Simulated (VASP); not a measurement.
**A VASP 6.6.1 single-point calculation on C**

INCAR

```
LCHARG = .FALSE.
PREC = Accurate
ISMEAR = 0
LREAL = .FALSE.
LWAVE = .FALSE.
ISIF = 2
IBRION = -1
SIGMA = 0.01
LASPH = .TRUE.
NSW = 0
ALGO = Normal
NBANDS = 6
EDIFF = 1E-7
ENCUT = 520
METAGGA = MBJ
NELM = 120
```

KPOINTS

```
KPOINTS created by Atomic Simulation Environment
0
Gamma
12 12 12
0 0 0
```

POSCAR

```
C
 1.0000000000000000
     0.0000000000000000    1.7801241435693234    1.7801241435693234
     1.7801241435693234   -0.0000000000000000    1.7801241435693234
     1.7801241435693234    1.7801241435693234   -0.0000000000000000
 C
   2
Cartesian
  0.0000000000000000  0.0000000000000000 -0.0000000000000000
  0.8900620717846617  0.8900620717846617  0.8900620717846617
```

The recommended PBE PAW datasets give the neutral cell 8 valence electrons.

Command

```
mpirun -np 1 vasp_std
```

OSZICAR

```
N       E                     dE             d eps       ncg     rms          rms(c)
DAV:   1     0.261494776119E+02    0.26149E+02   -0.50334E+03   870   0.133E+03
DAV:   2    -0.296709193737E+01   -0.29117E+02   -0.26918E+02  1236   0.161E+02
DAV:   3    -0.329018218885E+01   -0.32309E+00   -0.32309E+00   990   0.227E+01
DAV:   4    -0.329217152336E+01   -0.19893E-02   -0.19893E-02  1464   0.124E+00
DAV:   5    -0.329217343031E+01   -0.19069E-05   -0.19069E-05  1026   0.251E-02    0.570E+00
DAV:   6    -0.287836393383E+01    0.41381E+00   -0.21096E+00   888   0.224E+01    0.532E+00
DAV:   7    -0.233238606680E+01    0.54598E+00   -0.12381E-01   966   0.508E+00    0.151E+00
DAV:   8    -0.183282078548E+01    0.49957E+00   -0.22095E-01   876   0.740E+00    0.297E-01
DAV:   9    -0.142239890253E+01    0.41042E+00   -0.10904E-01  1164   0.515E+00    0.277E-01
DAV:  10    -0.147722637881E+01   -0.54827E-01   -0.18032E-02  1092   0.217E+00    0.416E-01
...
DAV:  26    -0.134570778658E+01   -0.52209E-04   -0.19135E-10   534   0.214E-04    0.256E-05
DAV:  27    -0.134569919860E+01    0.85880E-05   -0.19970E-10   510   0.229E-04    0.107E-05
DAV:  28    -0.134569507644E+01    0.41222E-05   -0.42529E-11   516   0.896E-05    0.228E-05
DAV:  29    -0.134570022962E+01   -0.51532E-05   -0.32459E-12   492   0.279E-05    0.447E-06
DAV:  30    -0.134570225682E+01   -0.20272E-05   -0.46447E-13   504   0.153E-05    0.282E-07
DAV:  31    -0.134570112299E+01    0.11338E-05   -0.96087E-13   504   0.886E-06    0.425E-06
DAV:  32    -0.134570168770E+01   -0.56471E-06    0.10043E-13   492   0.488E-06    0.201E-06
DAV:  33    -0.134570234254E+01   -0.65484E-06   -0.60417E-13   498   0.393E-06    0.261E-07
DAV:  34    -0.134570235414E+01   -0.11605E-07    0.19188E-13   498   0.304E-06
   1 F= -.13457024E+01 E0= -.13457024E+01  d E =-.862202E-15
```

It converged. Results: gap between bands v and c on the k mesh 4.99 eV; least direct gap on the k mesh 6.64 eV. Band v is the last that the valence electrons fill when counted band by band, and c is the next.

The MBJ potential has no energy functional, so only its levels carry meaning.

For comparison, a separate r²SCAN run of the intended cell, on usual settings and not on those above, gives a gap of 4.36 eV on its mesh and a pressure of 1.1 GPa.

The run above took about 18 s on one core of a shared host (Intel Xeon Platinum 8488C) and held 0.12 GiB at most.
